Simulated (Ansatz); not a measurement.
BaF$_{2}$:
```
CELL_PARAMETERS angstrom
      0.00000     3.02241     3.02241
      3.02241     0.00000     3.02241
      3.02241     3.02241     0.00000
ATOMIC_POSITIONS crystal
  Ba 0.00000 0.00000 0.00000
  F  0.25000 0.25000 0.25000
  F  0.75000 0.75000 0.75000
```

Relaxed with LDA. Special points in fractions of this cell's reciprocal vectors: Γ (0.000, 0.000, 0.000); X (0.500, 0.000, 0.500); U (0.625, 0.250, 0.625); K (0.375, 0.375, 0.750); L (0.500, 0.500, 0.500); W (0.500, 0.250, 0.750).

Question: List the band energies nearest the valence-band maximum at these points for LDA in the plane-wave PAW code Ansatz.

Answer: In eV from the valence-band maximum; about four levels below and three above (degenerate sets whole), none deeper than 8.9 eV; points with the same levels are listed once.

```csv
k,below,above
Γ,-1.80 -1.80 -1.80 -0.17 -0.17 -0.17,6.76 9.44 9.44
X,-0.49 -0.49 -0.28 -0.28 -0.28,7.18 9.36 11.22
U,-0.55 -0.34 -0.33 -0.23,7.43 9.76 10.24
L,-0.80 -0.39 -0.19 -0.19,9.37 9.44 9.44
W,-0.43 -0.39 -0.39 -0.34,7.44 10.11 10.30 10.30
```

Space group Fm-3m (fluorite). The cell was relaxed with LDA under the symmetry of its start. Scalar-relativistic: spin–orbit coupling is off unless named, which matters more the heavier the elements.

Potentials: the later of the program's two PAW sets.
